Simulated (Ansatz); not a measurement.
# PtSe2 (Sudovikovite) (P-3m1) in Ansatz: further runs

The runs below take PtSe2 (Sudovikovite) through single point, equation of state, with PBEsol.

All numbers are computed with Ansatz 0.2.0; they aren't measurements. Logs are shortened: lines on timing, memory, paths and dates and some standing lists are left out, and cuts for length are marked.

## (1) Starting point

It takes space group P-3m1 (No. 164, trigonal). The conventional cell has a = 3.724 Å, b = 3.724 Å, c = 5.062 Å, α = 90.00°, β = 90.00°, γ = 120.00°. Pt (site symmetry -3m) has 6 Se at 2.49 Å as nearest neighbours. Se (site symmetry 3m) has 3 Pt at 2.49 Å as nearest neighbours.

## (2) Single point, PBEsol, 19.05 Å³/atom (volume scaled by 0.94)

input.yaml reads:

```yaml
crystal:
  lattice:
    - [3.6479786689, 0.0, 0.0]
    - [-1.8239893344, 3.1592421997, 0.0]
    - [0.0, 0.0, 4.9586648823]
  atoms:
    - { symbol: Pt, position: [0.0, 0.0, 0.0] }
    - { symbol: Se, position: [0.6666666667, 0.3333333333, 0.75] }
    - { symbol: Se, position: [0.3333333333, 0.6666666667, 0.25] }
kpoints:
  mp_grid: { grid: [8, 8, 5] }
scf:
  occupations: { method: fermi_dirac, width: 0.05 }
hamiltonian:
  xc: pbesol
  pseudopotentials: { kind: all_electron, lapw: { basis_error: 0.002 } }
output:
  forces: true
  stress: true
  eigenvalues: true
```

Potentials or basis: all-electron LAPW, scalar-relativistic.

On the command line:

```sh
$ ansatz run input.yaml --threads 2 --pin off --max-ram 6144MiB --backend cpu --events-out ev --progress --plain --runs-dir out
```

Standard output:

```text
Warning: RAYON_NUM_THREADS=2 ignored (pool sized by the plan → 2); use --threads N
LAPW: plane waves up to 8.997 Å⁻¹, error target 2.0e-3 eV per atom; small_component_spin mean_spin; Se in spheres of 1.173 Å, 24 of its electrons in bands, Dirac shells []; Pt in spheres of 1.271 Å, 42 of its electrons in bands, Dirac shells [] (how accurate: hamiltonian.pseudopotentials.lapw.basis_error, Limitations)
Engine: ansatz 0.2.0, x86_64-unknown-linux-gnu
Pseudopotentials: kind: all_electron
Pseudopotential: Pt, LAPW, valence charge 42, lapw/all_electron/scalar/gaussian/Pt, Koelling and Harmon's equation, gaussian nucleus
Pseudopotential: Se, LAPW, valence charge 24, lapw/all_electron/scalar/gaussian/Se, Koelling and Harmon's equation, gaussian nucleus
Functional definition: PBEsol
  exchange = pbesol_x
  correlation = pbesol_c
Crystal: 3 atoms, lattice volume = 57.148 Å³
Basis set: ecut = 308.3790999938092 eV, 687 PW (Γ), exchange–correlation at level 2
Bands: 54, of which v1, the nominal top of the filled ones, is band 45 counted from 1 (44 counted from 0)
Symmetry: 12 space group operations
Space group: P-3m1 (ITA 164), of the structure as read, at distance tolerance 3.9e-5 Å
k-points: 40 of 320
Non-local potential: Pt, projectors of the file, none
Non-local potential: Se, projectors of the file, none
Initial density: superposition of atomic densities (chi_scale 0.1, normalization cell, long waves kept (reshape's long-wave potential 0.02 eV rms))
Initial wavefunctions: plane waves of lowest kinetic energy (no species holds an atomic orbital)
Functional: x = pbesol(κ = 0.804, μ = 0.12345679012345678), c = pbesol(β = 0.046)
iter 1 solved again at ethr=1.68e-3 eV; its pass at ethr=1.00e-1 eV (dr2=1.51e0 eV) is discarded
SCF iter   1: F=—  HF=-632981.635953 eV  |F-HF|=—  |Δ(HF+E_count)|=         —  Δρ=4.43e-2  dr2=1.52e0  ethr=1.68e-3  ⟨swp⟩=2.0  Hψ=13361  notcnv=0
preconditioner: auto → Resta (q_TF=auto, 2.943 Å⁻¹)  ε∞=4.2  [insulator: Δε(μ)=0.512 eV  Ē_g=12.940 eV  σ=0.050 eV  W_gap=0.97  n_scr=22 (ndim 8)  ℏωp=23.0 eV  f_vac=0.119  D(μ)=0.01/eV (n_scr^D=0)  ε∞_Penn≈4.2]
SCF iter   2: F=—  HF=-632981.271159 eV  |F-HF|=—  |Δ(HF+E_count)|=   3.65e-1  Δρ=2.65e-2  dr2=9.08e-1  ethr=1.68e-3  ⟨swp⟩=3.0  Hψ=6759  notcnv=0
preconditioner: auto → LDOS  [metal: Δε(μ)=0.055 eV  Ē_g=13.403 eV  σ=0.050 eV  W_gap=0.27  n_scr=22 (ndim 8)  ℏωp=23.0 eV  f_vac=0.130  D(μ)=0.91/eV (n_scr^D=2)  β→1.0]
iter 3 solved again at ethr=1.49e-5 eV; its pass at ethr=1.01e-3 eV (dr2=1.34e-2 eV) is discarded
SCF iter   3: F=—  HF=-632980.840127 eV  |F-HF|=—  |Δ(HF+E_count)|=   4.31e-1  Δρ=6.14e-3  dr2=1.34e-2  ethr=1.49e-5  ⟨swp⟩=2.0  Hψ=10940  notcnv=0
SCF iter   4: F=—  HF=-632980.839507 eV  |F-HF|=—  |Δ(HF+E_count)|=         —  Δρ=8.49e-4  dr2=6.32e-4  ethr=1.49e-5  ⟨swp⟩=2.0  Hψ=6278  notcnv=0
the basis was enlarged: its passes take 403.4 KiB over the memory plan, 2 of 2 planned eigensolver slots
SCF iter   5: F=—  HF=-632980.836107 eV  |F-HF|=—  |Δ(HF+E_count)|=   3.40e-3  Δρ=2.94e-4  dr2=3.33e-5  ethr=7.02e-7  ⟨swp⟩=2.0  Hψ=6280  notcnv=0
SCF iter   6: F=—  HF=-632980.836119 eV  |F-HF|=—  |Δ(HF+E_count)|=   1.24e-5  Δρ=1.23e-4  dr2=1.26e-5  ethr=3.70e-8  ⟨swp⟩=3.0  Hψ=6521  notcnv=0
SCF iter   7: F=—  HF=-632980.836114 eV  |F-HF|=—  |Δ(HF+E_count)|=   4.81e-6  Δρ=2.72e-5  dr2=5.05e-7  ethr=1.40e-8  ⟨swp⟩=2.1  Hψ=6287  notcnv=0
SCF iter   8: F=-632980.836114 eV  HF=-632980.836114 eV  |F-HF|=9.08e-9  |Δ(HF+E_count)|=   3.34e-8  Δρ=8.16e-6  dr2=2.45e-8  ethr=5.62e-10  ⟨swp⟩=3.0  Hψ=6383  notcnv=0
SCF 1 converged in 8 iterations: F = -632980.836114 eV  dr2 = 2.45e-8
SCF converged after 8 iterations
Free energy (F): -632980.836114 eV
Harris-Foulkes:  -632980.836114 eV  (|F-HF|=9.08e-9)
Internal energy: -632980.830207 eV  (E = F + TS)
E sigma→0 (E₀):  -632980.833161 eV
Entropy (-TS):   -0.005907 eV (-1.969 meV/atom)
Fermi energy:    16.490632 eV
--- Per-component energies (eV) ---
  E_band       = -6773.168556
  E_kinetic    = 703973.651661
  E_xc         = -14256.311828
  E_electrostatic = -1322698.170041  (all electrons and nuclei)
  E_smearing   = -0.005907  (= −TS)
  E_closure    = 0.000000  (closes the sum)
  E_atoms      = -632965.115549  (free atoms, spherical and without spin; not in F)
  Σ components = -632980.836114   (vs F -632980.836114, Δ=0.00e0)
  Basis errors (estimates in eV, not in F): energy 8.1e-4 per atom: plane waves 7.3e-4 (4.3e-4 summed), levels above the bands 1.3e-88, relativity 6.1e-8, radial functions 7.8e-5, core shells 1.5e-6; eigenvalues (radial functions only) 2.9e-6; not estimated: angular momenta, meshes, grids; target (lapw.basis_error) 2.0e-3; muffin-tin radii Se 1.173 Å, Pt 1.271 Å
--- Forces (eV/Å), atoms counted from 1 ---
  atom   1  Pt    -0.00000000    -0.00000000     0.00000000
  atom   2  Se    -0.00000000     0.00000000    -1.20707805
  atom   3  Se     0.00000000    -0.00000000     1.20707805
  max |Σ_I F_I| component: 3.47e-18 eV/Å
--- Stress (GPa, compression-positive) ---
       13.663709      -0.000000       0.000000
        0.000000      13.663709       0.000000
        0.000000       0.000000       8.617208
  P = ⅓ Tr σ = 11.9815 GPa (119.815 kbar)
--- Band table (eV; the first three rows and the last of 40) ---
  k-point 0: bands = ["-288.0413", "-288.0413", "-287.9334", "-287.9334", "-287.9262", "-192.1644", "-192.1644", "-131.8362", "-131.8362", "-131.8362", "-131.8362", "-131.8151", "-131.8150", "-83.4232", "-51.9811", "-51.9714", "-51.9714", "-51.9250", "-51.9049", "-51.9049", "-51.8326", "-37.6557", "-37.6557", "-37.5657", "-32.2762", "-32.2762", "-32.2723", "-32.2723", "-32.2610", "-32.2610", "-32.2545", "-32.2545", "-32.2503", "-32.2499", "0.0980", "3.3298", "8.6243", "9.3793", "9.3793", "12.0115", "12.0115", "13.6473", "15.2912", "15.2912", "16.8541", "17.9966", "17.9966", "19.7839", "20.9897", "23.6418", "23.6418", "28.3811", "28.9236", "28.9236"]
  k-point 1: bands = ["-288.0413", "-288.0413", "-287.9334", "-287.9334", "-287.9262", "-192.1644", "-192.1644", "-131.8362", "-131.8362", "-131.8362", "-131.8362", "-131.8151", "-131.8150", "-83.4232", "-51.9811", "-51.9714", "-51.9714", "-51.9250", "-51.9049", "-51.9049", "-51.8326", "-37.6557", "-37.6557", "-37.5657", "-32.2760", "-32.2760", "-32.2724", "-32.2724", "-32.2606", "-32.2606", "-32.2550", "-32.2550", "-32.2504", "-32.2498", "0.2558", "2.9132", "9.2178", "9.3980", "9.3980", "11.9980", "11.9980", "13.5971", "15.1109", "15.1109", "16.0162", "18.3217", "18.3217", "20.0927", "21.8583", "23.5276", "23.5276", "27.1411", "27.3722", "27.3722"]
  k-point 2: bands = ["-288.0413", "-288.0413", "-287.9334", "-287.9334", "-287.9262", "-192.1644", "-192.1644", "-131.8362", "-131.8362", "-131.8362", "-131.8362", "-131.8150", "-131.8150", "-83.4232", "-51.9811", "-51.9714", "-51.9714", "-51.9250", "-51.9049", "-51.9049", "-51.8326", "-37.6557", "-37.6557", "-37.5657", "-32.2757", "-32.2757", "-32.2726", "-32.2726", "-32.2597", "-32.2597", "-32.2560", "-32.2560", "-32.2505", "-32.2497", "0.6217", "2.2015", "9.4287", "9.4287", "10.3250", "11.9780", "11.9780", "13.3229", "14.8593", "14.8593", "14.9095", "18.8676", "18.8676", "20.8936", "22.9414", "23.2131", "23.2131", "25.5150", "26.3972", "26.4485"]
  k-point 39: bands = ["-288.0413", "-288.0413", "-287.9334", "-287.9334", "-287.9262", "-192.1644", "-192.1644", "-131.8362", "-131.8362", "-131.8362", "-131.8362", "-131.8150", "-131.8150", "-83.4229", "-51.9811", "-51.9714", "-51.9714", "-51.9251", "-51.9049", "-51.9049", "-51.8326", "-37.6670", "-37.6636", "-37.5648", "-32.2753", "-32.2749", "-32.2739", "-32.2727", "-32.2597", "-32.2578", "-32.2574", "-32.2569", "-32.2494", "-32.2494", "2.3044", "2.4679", "8.9102", "9.4478", "10.1036", "11.1955", "11.6149", "12.2947", "12.4557", "13.6467", "13.9372", "18.0079", "18.5952", "22.4793", "23.3023", "24.1947", "24.5944", "25.9806", "26.7802", "27.4139"]
```

Run time: 16 s. Hardware: 2 threads of Intel Xeon Platinum 8375C at 2.90GHz (Ice Lake), shared host; peak memory 0.54 GiB.

Results:

| Quantity | Value |
| --- | --- |
| Free energy | -632980.8361 eV |
| Pressure | 12.0 GPa |
| Largest force | 1.207 eV/Å |
| Band gap on the k mesh | none (metal or under the smearing width) |

Caveat: forces of over 1 eV/Å show positions far from the minimum, so gaps and moduli don't describe the material at rest.

## (3) Single point, PBEsol, 19.45 Å³/atom (volume scaled by 0.96)

input.yaml: that of step 2 with these lines changed.

```diff
@@ -2,5 +2,5 @@
   lattice:
-    - [3.6479786689, 0.0, 0.0]
-    - [-1.8239893344, 3.1592421997, 0.0]
-    - [0.0, 0.0, 4.9586648823]
+    - [3.6736695059, 0.0, 0.0]
+    - [-1.836834753, 3.1814911172, 0.0]
+    - [0.0, 0.0, 4.9935862081]
   atoms:
```

Potentials or basis: all-electron LAPW, scalar-relativistic.

On the command line:

```sh
$ ansatz run input.yaml --threads 2 --pin off --max-ram 6144MiB --backend cpu --events-out ev --progress --plain --runs-dir out
```

Wall time 15 s (2 threads of Intel Xeon Platinum 8375C at 2.90GHz (Ice Lake), shared host); peak memory 0.53 GiB.

The run converged. Its results:

```
Free energy            : -632980.9129 eV
Pressure               : 8.3 GPa
Largest force          : 0.891 eV/Å
Band gap on the k mesh : none (metal or under the smearing width)
```

## (4) Single point, PBEsol, 19.86 Å³/atom (volume scaled by 0.98)

input.yaml: that of step 3 with these lines changed.

```diff
@@ -2,5 +2,5 @@
   lattice:
-    - [3.6736695059, 0.0, 0.0]
-    - [-1.836834753, 3.1814911172, 0.0]
-    - [0.0, 0.0, 4.9935862081]
+    - [3.6990059583, 0.0, 0.0]
+    - [-1.8495029792, 3.2034331287, 0.0]
+    - [0.0, 0.0, 5.028025822]
   atoms:
```

On the command line:

```sh
$ ansatz run input.yaml --threads 2 --pin off --max-ram 6144MiB --backend cpu --events-out ev --progress --plain --runs-dir out
```

Run time: 15 s. Hardware: 2 threads of Intel Xeon Platinum 8375C at 2.90GHz (Ice Lake), shared host; peak memory 0.51 GiB.

Results (log left out):

- Free energy: -632980.9632 eV
- Pressure: 5.0 GPa
- Largest force: 0.602 eV/Å
- Band gap on the k mesh: none (metal or under the smearing width)

## (5) Single point, PBEsol, 20.27 Å³/atom

input.yaml: that of step 4 with these lines changed.

```diff
@@ -2,5 +2,5 @@
   lattice:
-    - [3.6990059583, 0.0, 0.0]
-    - [-1.8495029792, 3.2034331287, 0.0]
-    - [0.0, 0.0, 5.028025822]
+    - [3.724, 0.0, 0.0]
+    - [-1.862, 3.2250786037, 0.0]
+    - [0.0, 0.0, 5.062]
   atoms:
```

On the command line:

```sh
$ ansatz run input.yaml --threads 2 --pin off --max-ram 6144MiB --backend cpu --events-out ev --progress --plain --runs-dir out
```

It took 14 s on 2 threads of Intel Xeon Platinum 8375C at 2.90GHz (Ice Lake), shared host; peak memory 0.52 GiB.

It converged, with:

| Quantity | Value |
| --- | --- |
| Free energy | -632980.9902 eV |
| Pressure | 2.1 GPa |
| Largest force | 0.337 eV/Å |
| Band gap on the k mesh | none (metal or under the smearing width) |

## (6) Single point, PBEsol, 20.67 Å³/atom (volume scaled by 1.02)

input.yaml: that of step 5 with these lines changed.

```diff
@@ -2,5 +2,5 @@
   lattice:
-    - [3.724, 0.0, 0.0]
-    - [-1.862, 3.2250786037, 0.0]
-    - [0.0, 0.0, 5.062]
+    - [3.7486629704, 0.0, 0.0]
+    - [-1.8743314852, 3.2464373626, 0.0]
+    - [0.0, 0.0, 5.0955241558]
   atoms:
```

Potentials or basis: all-electron LAPW, scalar-relativistic.

On the command line:

```sh
$ ansatz run input.yaml --threads 2 --pin off --max-ram 6144MiB --backend cpu --events-out ev --progress --plain --runs-dir out
```

Run time: 15 s. Hardware: 2 threads of Intel Xeon Platinum 8375C at 2.90GHz (Ice Lake), shared host; peak memory 0.52 GiB.

Results (log left out):

```yaml
Free_energy: -632980.9963 eV
Pressure: -0.5 GPa
Largest_force: 0.094 eV/Å
Band_gap_on_the_k_mesh: none (metal or under the smearing width)
```

## (7) Single point, PBEsol, 21.08 Å³/atom (volume scaled by 1.04)

input.yaml: that of step 6 with these lines changed.

```diff
@@ -2,5 +2,5 @@
   lattice:
-    - [3.7486629704, 0.0, 0.0]
-    - [-1.8743314852, 3.2464373626, 0.0]
-    - [0.0, 0.0, 5.0955241558]
+    - [3.7730056198, 0.0, 0.0]
+    - [-1.8865028099, 3.2675187154, 0.0]
+    - [0.0, 0.0, 5.1286129021]
   atoms:
```

On the command line:

```sh
$ ansatz run input.yaml --threads 2 --pin off --max-ram 6144MiB --backend cpu --events-out ev --progress --plain --runs-dir out
```

Run time: 14 s. Hardware: 2 threads of Intel Xeon Platinum 8375C at 2.90GHz (Ice Lake), shared host; peak memory 0.52 GiB.

The run converged. Its results:

```
Free energy            : -632980.9839 eV
Pressure               : -2.8 GPa
Largest force          : 0.130 eV/Å
Band gap on the k mesh : none (metal or under the smearing width)
```

## (8) Single point, PBEsol, 21.48 Å³/atom (volume scaled by 1.06)

input.yaml: that of step 7 with these lines changed.

```diff
@@ -2,5 +2,5 @@
   lattice:
-    - [3.7730056198, 0.0, 0.0]
-    - [-1.8865028099, 3.2675187154, 0.0]
-    - [0.0, 0.0, 5.1286129021]
+    - [3.7970381507, 0.0, 0.0]
+    - [-1.8985190754, 3.2883314977, 0.0]
+    - [0.0, 0.0, 5.1612801071]
   atoms:
```

On the command line:

```sh
$ ansatz run input.yaml --threads 2 --pin off --max-ram 6144MiB --backend cpu --events-out ev --progress --plain --runs-dir out
```

Wall time 13 s (2 threads of Intel Xeon Platinum 8375C at 2.90GHz (Ice Lake), shared host); peak memory 0.52 GiB.

Results (log left out):

- Free energy: -632980.9549 eV
- Pressure: -4.8 GPa
- Largest force: 0.334 eV/Å
- Band gap on the k mesh: none (metal or under the smearing width)

## (9) Equation of state, PBEsol

Potentials or basis: all-electron LAPW, scalar-relativistic.

This step only gathers the single runs of the series.

Results:

```yaml
Equilibrium_volume: 20.59 Å³/atom
Bulk_modulus_at_fixed_shape_and_positions: 127 GPa
Pressure_derivative_of_the_bulk_modulus: 4.9
```

Energy against volume, from the lowest point:
```tsv
volume (Å³/atom)	energy (meV/atom)
19.049	53.41
19.455	27.83
19.860	11.03
20.265	2.04
20.671	0.00
21.076	4.16
21.481	13.83
```

Caveat: the cell was scaled at fixed shape and fractional positions, which overstates the stiffness of a crystal with free parameters, most of all of layers and chains.
